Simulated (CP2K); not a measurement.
Crystal: C.

```
C
1.0
     2.52210    0.00000    0.00000
    -1.26105    2.18420    0.00000
     0.00000    0.00000   12.35570
C
12
Direct
  0.66667 0.33333 0.35417
  0.33333 0.66667 0.85417
  0.66667 0.33333 0.14583
  0.33333 0.66667 0.64583
  0.66667 0.33333 0.47917
  0.33333 0.66667 0.97917
  0.66667 0.33333 0.02083
  0.33333 0.66667 0.52083
  0.00000 0.00000 0.81250
  0.00000 0.00000 0.31250
  0.00000 0.00000 0.68750
  0.00000 0.00000 0.18750
```

This is a hexagonal form of diamond, not graphite.

Program: CP2K 2026.2. Alike in all runs: task band structure; potentials or basis POTENTIAL_UZH C GTH-PBE-q4; DZVP-MOLOPT-PBE-GTH basis; no spin polarisation; cell as given; k mesh 9 × 9 × 2; smearing fermi-dirac 0.05 eV.

Order these runs on this cell by their pressure, lowest first.
A. level RPBE
B. level TASK
C. level WC

C (1.2 GPa), A (5.5 GPa), B (10.3 GPa).

Caveats: the potentials were made for another functional, which shifts forces and pressure; the basis of atomic orbitals isn't converged, which shifts pressures, moduli and gaps.

Runs at the PBE level aren't shown here.
